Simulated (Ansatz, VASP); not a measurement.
**One calculation of MgO, two programs**

The input INCAR:

```
SYSTEM = MgO
PREC = Accurate
ENCUT = 520
EDIFF = 1E-8
ISMEAR = -1
SIGMA = 0.08
LREAL = .False.
LASPH = .True.
NELM = 80
ALGO = Normal
ISIF = 2
LWAVE = .False.
LCHARG = .False.
GGA = PE
LEFG = .True.
NBANDS = 11
```

File KPOINTS:

```
Automatic mesh
0
Gamma
  13 13 13
  0 0 0
```

Contents of POSCAR:

```
MgO
1.0
    0.0000000000      2.3058942152      2.3058942152
    2.3058942152      0.0000000000      2.3058942152
    2.3058942152      2.3058942152      0.0000000000
Mg O
1 1
Direct
    0.0000000000      0.0000000000      0.0000000000
    0.2500000000      0.2500000000      0.2500000000
```

Input for Ansatz:

```yaml
crystal:
  lattice:
    - [0.0, 2.3058942152, 2.3058942152]
    - [2.3058942152, 0.0, 2.3058942152]
    - [2.3058942152, 2.3058942152, 0.0]
  atoms:
    - { symbol: Mg, position: [0.0, 0.0, 0.0] }
    - { symbol: O, position: [0.25, 0.25, 0.25] }
kpoints:
  mp_grid: { grid: [13, 13, 13] }
  band_path:
    path:
      - [0.0, 0.0, 0.0]
      - [-0.5, -0.5, 0.0]
      - [-0.375, -0.375, 0.25]
      - [-0.375, 0.0, 0.375]
      - [0.0, 0.0, 0.0]
      - [0.0, 0.0, 0.5]
      - [-0.5, -0.25, 0.25]
      - [-0.5, -0.5, 0.0]
    npoints: 14
scf:
  occupations: { method: fermi_dirac, width: 0.08 }
hamiltonian:
  xc: pbe
  pseudopotentials: { kind: paw }
output:
  forces: true
  stress: true
  eigenvalues: true
  efg: { contact_densities: true }
  populations: true
  bader: true
  dos: { projected: true, de: 0.2, e_range: [-14, 8] }
  write_density: true
  write_potential: true
  elf: true
  volumetric_format: npy
```

Alike in both runs: task electric field gradients; functional PBE; k mesh 13 × 13 × 13; occupations fermi-dirac, width 0.08 eV; no spin polarisation.

```csv
,VASP,Ansatz
version,VASP 6.6.1,Ansatz 0.2.0
potentials or method,"VASP PAW PBE potentials, release 64 (Mg, O)","PAW with Ansatz's default frozen-core files, scalar-relativistic"
plane-wave cutoff (eV),520,420
valence electrons in the cell,8,16
```

```tsv
	VASP	Ansatz	Ansatz less VASP
gap on the k mesh at the Fermi level (eV)	3.47	3.48	+0.017
pressure (GPa)	-0.3	0.0	+0.39
Vzz of the field gradient on the site that differs most (V/Å²)	0.0	0.0	-0.01
```

The two sets of potentials don't hold the same shells in valence.

Caveats: an odd mesh through Γ misses points on the zone boundary, where band edges often lie.
